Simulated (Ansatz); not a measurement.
# Ta in Ansatz: the effect of functional

The system is Ta.

```xyz
1
Lattice="-1.6290 1.6290 1.6290 1.6290 -1.6290 1.6290 1.6290 1.6290 -1.6290" Properties=species:S:1:pos:R:3 pbc="T T T"
Ta    0.0000    0.0000    0.0000
```

The cell isn't the ideal one: volume scaled by 0.96.

Alike in all runs:

- Program: Ansatz 0.2.0
- Task: single point
- Potentials or basis: Ansatz PAW
- k mesh: 11 × 11 × 11
- Occupations: fermi-dirac, width 0.05 eV
- Spin: no spin polarisation

```csv
functional,cutoff,pressure (GPa)
LDA,420 eV (not typed: the program's choice for these potentials),-1.0
r2SCAN,500 eV (not typed: the program's choice for these potentials),8.9
PBE,420 eV (not typed: the program's choice for these potentials),?
```

Task: What does the run with functional PBE give?

Result: Pressure 11.8 GPa.

Caveats: the PAW data sets come from PBE, with cores solved anew for the run's functional, which leaves a small shift of forces and pressure (some runs).
